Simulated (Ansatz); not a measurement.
# KBr: pressure against volume

An exercise on one series of results from a longer session: the logs are not shown, and one member is left open.

Computed with Ansatz 0.2.0 (DFT LDA, scalar-relativistic, unless a step's input says otherwise).

**Starting point**

The structure is cubic, space group Pm-3m (No. 221). The conventional cell has a = 4.043 Å, b = 4.043 Å, c = 4.043 Å, α = 90.00°, β = 90.00°, γ = 90.00°. Around K (site symmetry m-3m) lie 8 Br at 3.50 Å. Br (site symmetry m-3m) has 8 K at 3.50 Å as nearest neighbours.

Structure file:

```
K Br
1.0
     4.04350    0.00000    0.00000
     0.00000    4.04350    0.00000
     0.00000    0.00000    4.04350
K Br
1 1
Direct
  0.00000 0.00000 0.00000
  0.50000 0.50000 0.50000
```

Structure from a Materials Project entry, not relaxed further.

Atoms are numbered in the order of the input: K1, Br2.

The first run:

input.yaml

```yaml
crystal:
  lattice:
    - [3.9616576236, 0.0, 0.0]
    - [0.0, 3.9616576236, 0.0]
    - [0.0, 0.0, 3.9616576236]
  atoms:
    - { symbol: K, position: [0.0, 0.0, 0.0] }
    - { symbol: Br, position: [0.5, 0.5, 0.5] }
kpoints:
  mp_grid: { grid: [6, 6, 6] }
scf:
  occupations: { method: fermi_dirac, width: 0.01 }
hamiltonian:
  xc: lda
  pseudopotentials: { kind: all_electron, lapw: { basis_error: 0.001 } }
output:
  forces: true
  stress: true
  eigenvalues: true
```

Among the steps run: Volume × 0.9405, LAPW; Volume × 0.9405, PAW; Volume × 0.9405, crystal datasets; Volume × 0.98, LAPW; Volume × 0.98, PAW; Volume × 1.02, LAPW; Volume × 1.02, PAW; Volume × 1.06, LAPW; Volume × 1.06, PAW; Volume × 1.06, crystal datasets.

One table of the session follows, with a row left open; its other results are not shown here.

It belongs to the step «The equation of state». 

| method | volume (Å³/atom) | pressure (GPa) | gap on the k mesh (eV) |
| --- | --- | --- | --- |
| LAPW | 31.089 | -1.93 | 3.66 |
| LAPW | 32.394 | ? | ? |
| LAPW | 33.055 | -2.64 | 3.47 |
| LAPW | 33.716 | -2.82 | 3.42 |
| LAPW | 35.039 | -3.10 | 3.31 |
| PAW | 31.089 | -1.92 | 3.66 |
| PAW | 32.394 | -2.43 | 3.53 |
| PAW | 33.055 | -2.64 | 3.47 |
| PAW | 33.716 | -2.82 | 3.42 |
| PAW | 35.039 | -3.10 | 3.31 |
| crystal datasets | 31.089 | -1.93 | 3.66 |
| crystal datasets | 33.055 | -2.64 | 3.47 |
| crystal datasets | 35.039 | -3.10 | 3.31 |

Estimate the missing values for LAPW, 32.394.

As computed: pressure (GPa): -2.44; gap on the k mesh (eV): 3.53. In the column «pressure (GPa)» it lies between crystal datasets, 33.055 (-2.64) and PAW, 32.394 (-2.43).

Caveats from the session: Warnings in the runs' records: crystal datasets made.
